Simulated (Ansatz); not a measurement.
An input for Ansatz 0.2.0 (CsPbBr3 (Pm-3m)):

```yaml
crystal:
  lattice:
    - [6.1865760528, 0.0, 0.0]
    - [0.0, 6.1865760528, 0.0]
    - [0.0, 0.0, 6.1865760528]
  atoms:
    - { symbol: Cs, position: [0.0, 0.0, 0.0] }
    - { symbol: Pb, position: [0.5, 0.5, 0.5] }
    - { symbol: Br, position: [0.5, 0.5, 0.0] }
    - { symbol: Br, position: [0.5, 0.0, 0.5] }
    - { symbol: Br, position: [0.0, 0.5, 0.5] }
kpoints:
  mp_grid: { grid: [4, 4, 4] }
hamiltonian:
  xc: pbe
  pseudopotentials: { kind: paw, azcp: { folder: soft_1 } }
scf:
  occupations: { method: fixed }
gw:
  n_empty_bands: 791
  ecut_chi: 140
  qp_bands: [v2, c2]
  qp_kpoints: band_edges
  screening: { model: contour_deformation }
```

```sh
ansatz run input.yaml --threads 3 --pin off --max-ram 92160MiB --backend cuda --events-out ev --progress --plain --runs-dir out --devices 1 --max-vram 13GiB
```

**Question.** Estimate wall time and host memory on 1 × NVIDIA H100 80GB HBM3 (shared by 6 runs) with 3 threads of AMD EPYC 7R13 (Zen 3), shared host.

It took 50 s; on shared hardware allow 25 s to 100 s. Peak host memory was 3.2 GiB. The sizes that set the cost: 4625 plane waves a state, 10 irreducible k points, 813 bands summed, 895 plane waves in the screening and 8 SCF cycles.

The screening grows as filled bands × empty bands × pairs of k points, times the square of the screening basis for the matrix.

[Paths, hosts, dates, memory and timing lines, banners, echoed tables and standing remarks are left out of the program output.]

[Logs are printed without paths, hosts, clocks, repeated set-up lines and the standing remarks that a program may print on its own settings, such as how far it seeks lower states.]

[Runs of the session that timed out or met a known fault of the program may be left out.]

[Cells called generated may have been cut or substituted from an entry of the Crystallography Open Database or the Materials Project.]

[Hosts, paths, dates, database ids (printed as entryN), source tags and the programs' standing remarks are cut or masked in the printed files.]
